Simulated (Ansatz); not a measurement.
# InSe: electron density at the nuclei under pressure

```
CELL_PARAMETERS angstrom
2.00000 1.15470 8.31667
-2.00000 1.15470 8.31667
0.00000 -2.30940 8.31667
ATOMIC_POSITIONS crystal
In 0.00000 0.00000 0.00000
In 0.11220 0.11220 0.11220
Se 0.61550 0.61550 0.61550
Se 0.83000 0.83000 0.83000
```

Atom numbers follow the list: In1, In2, Se3, Se4.

The cell is COD entry 1534648, which may be a prediction rather than a measurement; nothing was relaxed.

Spin–orbit coupling is left out, though it moves levels of the heavy atoms by tenths of an eV or more.

These are results of DFT, PBEsol, all-electron PAW with datasets made for the crystal, scalar-relativistic in Ansatz 0.2.0, not measurements.

Numerical set-up: a Γ-centred 7×7×7 k mesh, Fermi–Dirac smearing of 0.01 eV, cutoff 240 eV (chosen by the program for this cell), no spin polarisation.

The contact density is the mean electron density over the nuclear volume; its changes follow the s electrons' response to bonding and compression. Changes below are taken from the unscaled cell, where it is 1.1313e+06 e/Å³ at In1, 1.1313e+06 e/Å³ at In2, 262472 e/Å³ at Se3, 262472 e/Å³ at Se4.

```tsv
V/V(cell)	P (GPa)	Δρ(0) In1 (e/Å³)	Δρ(0) In2 (e/Å³)	Δρ(0) Se3 (e/Å³)	Δρ(0) Se4 (e/Å³)
0.9400	4.0	-1.79	-1.82	-1.29	-1.33
0.9600	2.6	-1.27	-1.29	-0.85	-0.88
0.9800	1.4	-0.68	-0.68	-0.42	-0.43
0.9900	0.8	-0.35	-0.35	-0.21	-0.21
1.0000	0.3	0.00	0.00	0.00	0.00
1.0100	-0.3	0.37	0.37	0.21	0.21
1.0200	-0.7	0.75	0.76	0.41	0.42
1.0400	-1.6	1.57	1.59	0.81	0.83
1.0600	-2.4	2.45	2.48	1.19	1.22
```

The datasets are made afresh for each cell, so very small changes are uncertain.
